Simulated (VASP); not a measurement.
**Ir: relaxation of cell and atoms with PBEsol**

The system is Ir.

```
CELL_PARAMETERS angstrom
0.00000 1.92696 1.92696
1.92696 0.00000 1.92696
1.92696 1.92696 0.00000
ATOMIC_POSITIONS crystal
Ir 0.00000 0.00000 0.00000
```

| Item | Value |
| --- | --- |
| Program | VASP 6.6.1 |
| Task | relaxation of cell and atoms |
| Functional | PBEsol |
| Potentials or basis | VASP PAW PBE potentials, release 64 (Ir) |
| Cutoff | 480 eV |
| k mesh | 18 × 18 × 18 |
| Occupations | gaussian, width 0.1 eV |
| Spin | no spin polarisation |
| Further INCAR settings | ALGO = Normal; EDIFF = 1e-07; IBRION = 2; EDIFFG = -0.005; NSW = 90; ISIF = 3 |

```yaml
Relaxed_volume: 14.08 Å³/atom
Relaxed_cell: a = 2.711 Å, b = 2.711 Å, c = 2.711 Å, α = 60.00°, β = 60.00°, γ = 60.00°
Space_group_after_relaxing_to_0.05_Å: Fm-3m (No. 225)
Energy_gained_by_relaxing: 4.4 meV/atom
Ionic_steps: 4
Pressure_after_relaxing: 0.0 GPa
Band_gap_on_the_k_mesh: none (metal or under the smearing width)
```

The path:
| step | energy change (eV) | largest force (eV/Å) | pressure (GPa) | volume (Å³) |
| --- | --- | --- | --- | --- |
| 1 | 0.0000 | 0.0000 | -6.01 | 14.31 |
| 2 | 0.0673 | 0.0000 | 28.64 | 13.23 |
| 3 | -0.0044 | 0.0000 | -0.17 | 14.09 |
| 4 | -0.0044 | 0.0000 | -0.01 | 14.08 |

Final structure:
```yaml
crystal:
  lattice:
    - [0.00000, 1.91671, 1.91671]
    - [1.91671, 0.00000, 1.91671]
    - [1.91671, 1.91671, 0.00000]
  atoms:
    - { symbol: Ir, position: [0.00000, 0.00000, 0.00000] }
```

Levels at points of the mesh, in eV from the Fermi level:
```tsv
k point	band 1	band 2	band 3	band 4	band 5	band 6	band 7	band 8
(0.00, 0.00, 0.00)	-11.28	-3.97	-3.97	-3.97	-1.23	-1.23	14.27	19.87
(0.50, 0.00, 0.00)	-8.23	-4.07	-4.07	-0.87	0.88	0.88	7.24	13.80
(0.50, 0.50, 0.00)	-8.03	-7.45	0.85	1.45	1.45	1.61	10.49	11.65
```

It took 29 s on 1 thread of Intel(R) Xeon(R) Platinum 8488C (Sapphire Rapids) (shared host), peak memory 0.15 GiB.

Caveat: the PAW data sets were made with another functional, which shifts forces and pressure a little. Spin-orbit coupling is left out, which matters for the levels of Ir.
